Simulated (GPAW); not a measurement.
## Mg in GPAW: convergence with basis set

Input of the first run (basis set lcao:sz(dzp)); the others differ in this setting and in those tied to it:

run.py

```python
from ase.dft.bandgap import bandgap
from ase.io import read, write
from gpaw import GPAW

atoms = read('POSCAR')

calc = GPAW(mode='lcao',
            h=0.16,
            basis='sz(dzp)',
            xc='PBE',
            kpts={'size': (10, 10, 10), 'gamma': True},
            occupations={'name': 'fermi-dirac', 'width': 0.05},
            convergence={'density': 1e-05, 'energy': 1e-05},
            maxiter=100,
            txt='gpaw.txt')
atoms.calc = calc
energy = atoms.get_potential_energy()
forces = atoms.get_forces()
calc.write('gs.gpw')
write('result.traj', atoms)
print(f'Energy: {energy:.6f} eV')
print('Forces (eV/A):')
print(forces.round(4))
print('Fermi level:', round(calc.get_fermi_level(), 4), 'eV')
print(f'Gap: {bandgap(calc)[0]:.4f} eV, direct: {bandgap(calc, direct=True)[0]:.4f} eV')
```

The input POSCAR:

```
Mg
1.0
    0.0000000000      2.2442560000      2.2442560000
    2.2442560000      0.0000000000      2.2442560000
    2.2442560000      2.2442560000      0.0000000000
Mg
1
Direct
    0.0000000000      0.0000000000      0.0000000000
```

Potentials or basis: GPAW PAW data sets (gpaw-data 1.2.1), lcao:sz(dzp).

Launch:

```bash
$ OMP_NUM_THREADS=1 python run.py
```

This isn't the form of Mg at room conditions, which is hcp.

Hardware: 1 thread of Arm Neoverse V1, on a shared host.

```tsv
basis set	energy less the tightest run, at zero smearing (meV/atom)	SCF cycles	CPU time (s)	peak memory (GiB)
lcao:sz(dzp)	420.29	7	86	0.14
lcao:szp(dzp)	399.36	7	140	0.15
lcao:dz(dzp)	259.23	8	140	0.15
lcao:dzp	218.74	8	210	0.16
fd	-10.02	8	15	0.19
pw	0.00	8	13	0.14
```

Not settled before the last step: the energy (to 1 meV/atom). The tightest run that finished is the yardstick and may itself not be fully converged.
